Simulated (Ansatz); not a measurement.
input.yaml

```yaml
crystal:
  lattice:
    - [4.0626003629, 0.0, 0.0]
    - [0.0, 4.0626003629, 0.0]
    - [0.0, 0.0, 25.0544229305]
  atoms:
    - { symbol: As, position: [0.0, 0.5, 0.2993483434] }
    - { symbol: Ga, position: [0.5, 0.5, 0.3566773882] }
    - { symbol: As, position: [0.5, 0.0, 0.4140064329] }
    - { symbol: Ga, position: [0.0, 0.0, 0.4713354776] }
    - { symbol: As, position: [0.0, 0.5, 0.5286645224] }
    - { symbol: Ga, position: [0.5, 0.5, 0.5859935671] }
    - { symbol: As, position: [0.5, 0.0, 0.6433226118] }
    - { symbol: Ga, position: [0.0, 0.0, 0.7006516566] }
basis:
  ecutwfc: 420
kpoints:
  mp_grid: { grid: [9, 9, 1] }
hamiltonian:
  xc: pbe
scf:
  occupations: { method: gaussian, width: 0.05 }
output:
  forces: true
  stress: true
  eigenvalues: true
efield:
  axis: 3
  dipole_correction: true
  ramp_width: 0.04
```

Command:
```bash
ansatz run input.yaml --threads 1 --pin off --max-ram 2560MiB --backend cpu --events-out ev --progress --plain --runs-dir out
```

Level of theory: Ansatz, DFT PBE, scalar-relativistic, plane waves, PAW.

From the run's log, abridged:

```
Pseudopotentials: kind: paw
Pseudopotential: As, paw, valence charge 15, recommended cutoff 420 eV (normal)
Pseudopotential: Ga, paw, valence charge 13, recommended cutoff 420 eV (normal)
Functional definition: PBE
Crystal: 8 atoms, lattice volume = 413.516 Å³
Basis set: ecut = 420 eV, 8123 PW (Γ), exchange–correlation on 60×60×360 points (8 copies of the dense FFT grid, shifted against one another)
Bands: 68, of which v1, the nominal top of the filled ones, is band 56 counted from 1 (55 counted from 0)
Symmetry: 4 space group operations
Space group: Pmm2 (ITA 25), of the structure as read, at distance tolerance 7.5e-5 Å
k-points: 25 of 81
Initial density: superposition of atomic densities (neutral atoms: chi_scale 0, normalization atom), corrected by the library's trained network
Initial wavefunctions: pseudopotential atomic-orbital guess
Functional: x = pbe(κ = 0.804, μ = 0.21951497), c = pbe(β = 0.06672455)
SCF iter   1: F=—  HF=-34556.349190 eV  |F-HF|=—  |Δ(HF+E_count)|=         —  Δρ=2.75e-3  dr2=4.57e-1  ethr=1.77e-3  p=0.114 e·Å  D=4.97e-2 V/Å  ΔV_dip=-1.24 eV  dr2_dipole=2.08e-1  V_vac-E_F(+/−)=4.45/5.70 eV  ⟨swp⟩=6.1  Hψ=6189  notcnv=0  defer=57
efield: sawtooth ramp at fractional position 0.9800 (placed from the atoms, in the widest stretch of the axis that holds none; the zero of the levels goes with the place), width 0.0400; the density the first Hamiltonian is built on has a dipole p = 0.114 e·Å; the dipole correction subtracts the counter field D = 4.97e-2 V/Å, which shifts the + side's vacuum level by -1.24 eV against the − side's; the planar-averaged density in the ramp window peaks in size at 1.3e-5 e/Å³
SCF iter   2: F=—  HF=-34556.354741 eV  |F-HF|=—  |Δ(HF+E_count)|=   5.55e-3  Δρ=3.22e-3  dr2=1.30e0  ethr=4.08e-4  p=0.130 e·Å  D=5.70e-2 V/Å  ΔV_dip=-1.43 eV  dr2_dipole=9.04e-1  V_vac-E_F(+/−)=4.37/5.80 eV  ⟨swp⟩=2.9  Hψ=2259  notcnv=0  defer=140  recentre
SCF iter   3: F=—  HF=-34556.323498 eV  |F-HF|=—  |Δ(HF+E_count)|=   3.12e-2  Δρ=1.24e-3  dr2=8.73e-2  ethr=4.08e-4  p=0.115 e·Å  D=5.04e-2 V/Å  ΔV_dip=-1.26 eV  dr2_dipole=3.70e-2  V_vac-E_F(+/−)=4.48/5.74 eV  ⟨swp⟩=2.2  Hψ=1867  notcnv=0  defer=140
SCF iter   4: F=—  HF=-34556.320384 eV  |F-HF|=—  |Δ(HF+E_count)|=   3.11e-3  Δρ=6.72e-4  dr2=1.71e-2  ethr=7.79e-5  p=0.117 e·Å  D=5.12e-2 V/Å  ΔV_dip=-1.28 eV  dr2_dipole=1.27e-2  V_vac-E_F(+/−)=4.50/5.78 eV  ⟨swp⟩=1.6  Hψ=1899  notcnv=0  defer=144
SCF iter   5: F=—  HF=-34556.319483 eV  |F-HF|=—  |Δ(HF+E_count)|=   9.01e-4  Δρ=3.30e-4  dr2=6.41e-3  ethr=1.53e-5  p=0.115 e·Å  D=5.05e-2 V/Å  ΔV_dip=-1.27 eV  dr2_dipole=4.70e-3  V_vac-E_F(+/−)=4.51/5.78 eV  ⟨swp⟩=2.0  Hψ=1975  notcnv=0  defer=144
SCF iter   6: F=—  HF=-34556.319222 eV  |F-HF|=—  |Δ(HF+E_count)|=   2.61e-4  Δρ=1.55e-4  dr2=1.15e-3  ethr=5.72e-6  p=0.114 e·Å  D=4.98e-2 V/Å  ΔV_dip=-1.25 eV  dr2_dipole=8.29e-4  V_vac-E_F(+/−)=4.53/5.78 eV  ⟨swp⟩=1.4  Hψ=1567  notcnv=0  defer=144
SCF iter   7: F=—  HF=-34556.319159 eV  |F-HF|=—  |Δ(HF+E_count)|=   6.28e-5  Δρ=4.15e-5  dr2=4.70e-5  ethr=1.03e-6  p=0.113 e·Å  D=4.94e-2 V/Å  ΔV_dip=-1.24 eV  dr2_dipole=8.01e-6  V_vac-E_F(+/−)=4.54/5.78 eV  ⟨swp⟩=1.8  Hψ=1616  notcnv=0  defer=144
SCF iter   8: F=—  HF=-34556.319216 eV  |F-HF|=—  |Δ(HF+E_count)|=   5.70e-5  Δρ=1.92e-5  dr2=1.06e-5  ethr=4.20e-8  p=0.113 e·Å  D=4.93e-2 V/Å  ΔV_dip=-1.24 eV  dr2_dipole=3.21e-6  V_vac-E_F(+/−)=4.54/5.78 eV  ⟨swp⟩=2.3  Hψ=2565  notcnv=0  defer=144
SCF iter   9: F=—  HF=-34556.319217 eV  |F-HF|=—  |Δ(HF+E_count)|=   6.63e-7  Δρ=8.77e-6  dr2=5.73e-7  ethr=9.44e-9  p=0.113 e·Å  D=4.93e-2 V/Å  ΔV_dip=-1.23 eV  dr2_dipole=1.82e-8  V_vac-E_F(+/−)=4.54/5.78 eV  ⟨swp⟩=2.0  Hψ=2076  notcnv=0  defer=144
SCF iter  10: F=—  HF=-34556.319217 eV  |F-HF|=—  |Δ(HF+E_count)|=   1.35e-7  Δρ=3.00e-6  dr2=1.06e-7  ethr=5.11e-10  p=0.113 e·Å  D=4.93e-2 V/Å  ΔV_dip=-1.23 eV  dr2_dipole=7.46e-8  V_vac-E_F(+/−)=4.54/5.78 eV  ⟨swp⟩=2.0  Hψ=2458  notcnv=0  defer=144
SCF iter  11: F=-34556.319217 eV  HF=-34556.319217 eV  |F-HF|=1.22e-8  |Δ(HF+E_count)|=   4.61e-8  Δρ=1.29e-6  dr2=1.53e-8  ethr=8.93e-11  p=0.113 e·Å  D=4.92e-2 V/Å  ΔV_dip=-1.23 eV  dr2_dipole=3.74e-9  V_vac-E_F(+/−)=4.54/5.78 eV  ⟨swp⟩=13.1  Hψ=7389  notcnv=0
SCF 1 converged in 11 iterations: F = -34556.319217 eV  dr2 = 1.53e-8
SCF converged after 11 iterations
Free energy (F): -34556.319217 eV
Harris-Foulkes:  -34556.319217 eV  (|F-HF|=1.22e-8)
Internal energy: -34556.314014 eV  (E = F + TS)
E sigma→0 (E₀):  -34556.316615 eV
Entropy (-TS):   -0.005203 eV (-0.650 meV/atom)
Fermi energy:    0.669895 eV
Dipole field:    D = 0.049184 V/Å  (p = 0.112398 e·Å, saw-weighted, corrected)
Work function:   Φ+ = 4.5450 eV   Φ− = 5.7773 eV
Levels:          The Fermi level and band energies are counted from a zero that moves with the ramp; work functions are not
--- Per-component energies (eV) ---
  E_band       = -2065.475733
  E_kinetic    = 868.217875
  E_local      = -100707.727531  (includes V_loc(G=0)·N_el)
  E_nonlocal   = -988.327128
  E_hartree    = 50005.762941
  E_xc         = -589.492871
  E_vxc        = -543.234489  (∫ρ·V_xc dr)
  E_paw        = -15289.806592  (= ΣΔE_a)
  E_vpaw       = -706.235690  (= ΣTr[D̂ρ^β])
  E_aug_tail   = -0.000454  (compensation charges beyond the density's cutoff)
  E_efield     = 0.002764  (sawtooth field / dipole correction)
  E_vefield    = 0.288111  (∫n·V_field dr)
  E_ewald      = 32145.056982
  E_smearing   = -0.005203  (= −TS)
--- Forces (eV/Å), atoms counted from 1 ---
  atom   1  As     0.00000000     0.00000000     0.16197363
  atom   2  Ga     0.00000000     0.00000000    -0.39971946
  atom   3  As     0.00000000     0.00000000     0.36960735
  atom   4  Ga     0.00000000     0.00000000    -0.26630686
  atom   5  As     0.00000000     0.00000000     0.21082960
  atom   6  Ga     0.00000000     0.00000000    -0.25114946
  atom   7  As     0.00000000     0.00000000    -0.36854503
  atom   8  Ga     0.00000000     0.00000000     0.54332720
--- Stress (GPa, compression-positive) ---
       -0.082129       0.000000       0.000000
        0.000000      -0.334825       0.000000
        0.000000       0.000000       0.400681
  P = ⅓ Tr σ = -0.0054 GPa (-0.054 kbar)
--- Band table (eV; the first three rows and the last of 25) ---
  k-point 0: bands = ["-34.6548", "-34.6516", "-34.6236", "-34.6143", "-34.6107", "-34.5986", "-34.5920", "-34.5916", "-34.5902", "-34.5863", "-34.3382", "-34.3340", "-34.3221", "-34.3107", "-34.3072", "-34.1496", "-34.1151", "-34.0953", "-33.9896", "-33.9831", "-14.3172", "-14.2578", "-14.2423", "-14.2146", "-14.1845", "-14.1286", "-14.0416", "-14.0355", "-14.0148", "-13.9911", "-13.9660", "-13.9546", "-13.9364", "-13.9084", "-13.8879", "-13.4878", "-13.4505", "-13.3985", "-13.3821", "-13.3503", "-11.6055", "-10.9381", "-10.1737", "-9.0662", "-5.5980", "-4.1762", "-2.4822", "-1.7046", "-1.6973", "-1.0082", "-0.9661", "-0.6658", "-0.2280", "-0.0660", "0.6643", "1.0027", "1.7865", "2.2408", " ...
  k-point 1: bands = ["-34.6548", "-34.6515", "-34.6236", "-34.6143", "-34.6106", "-34.5986", "-34.5919", "-34.5916", "-34.5901", "-34.5863", "-34.3382", "-34.3340", "-34.3221", "-34.3106", "-34.3072", "-34.1496", "-34.1151", "-34.0953", "-33.9896", "-33.9831", "-14.3162", "-14.2616", "-14.2421", "-14.2140", "-14.1855", "-14.1261", "-14.0423", "-14.0360", "-14.0128", "-13.9910", "-13.9658", "-13.9581", "-13.9362", "-13.9078", "-13.8887", "-13.4889", "-13.4508", "-13.3984", "-13.3816", "-13.3512", "-11.5204", "-10.8657", "-10.1281", "-9.0626", "-5.5576", "-4.2602", "-2.8328", "-2.0136", "-1.6308", "-1.4699", "-1.0347", "-0.9514", "-0.2067", "0.3089", "0.6460", "0.7616", "1.5003", "2.3882", "2 ...
  k-point 2: bands = ["-34.6550", "-34.6513", "-34.6235", "-34.6143", "-34.6106", "-34.5987", "-34.5917", "-34.5916", "-34.5900", "-34.5864", "-34.3382", "-34.3340", "-34.3222", "-34.3103", "-34.3073", "-34.1493", "-34.1152", "-34.0953", "-33.9896", "-33.9831", "-14.3153", "-14.2692", "-14.2415", "-14.2122", "-14.1880", "-14.1200", "-14.0441", "-14.0373", "-14.0087", "-13.9907", "-13.9659", "-13.9651", "-13.9358", "-13.9061", "-13.8910", "-13.4946", "-13.4483", "-13.3979", "-13.3806", "-13.3535", "-11.2758", "-10.6647", "-10.0194", "-9.0727", "-5.4875", "-4.5468", "-3.5857", "-2.7435", "-2.2139", "-1.4190", "-1.1102", "-0.7960", "-0.1660", "0.2427", "0.5822", "0.6108", "0.8894", "2.1263", "2 ...
  k-point 24: bands = ["-34.6551", "-34.6509", "-34.6239", "-34.6146", "-34.6095", "-34.5989", "-34.5920", "-34.5908", "-34.5886", "-34.5867", "-34.3385", "-34.3331", "-34.3224", "-34.3093", "-34.3077", "-34.1485", "-34.1155", "-34.0954", "-33.9899", "-33.9823", "-14.3203", "-14.3011", "-14.2246", "-14.2026", "-14.1995", "-14.0842", "-14.0486", "-14.0452", "-14.0305", "-13.9933", "-13.9910", "-13.9398", "-13.9259", "-13.9055", "-13.8929", "-13.4971", "-13.4453", "-13.4116", "-13.3679", "-13.3515", "-9.7008", "-9.5949", "-9.2857", "-8.4281", "-5.9880", "-5.7106", "-5.2115", "-5.1476", "-2.6602", "-2.5042", "-2.1195", "-2.0733", "-1.8478", "-1.5532", "-0.1009", "0.0418", "0.3894", "1.0261", "2 ...
```

The run converged.

The run took 54 s on 1 thread of Intel(R) Xeon(R) Platinum 8375C CPU @ 2.90GHz (Ice Lake) (shared host), peak memory 0.88 GiB.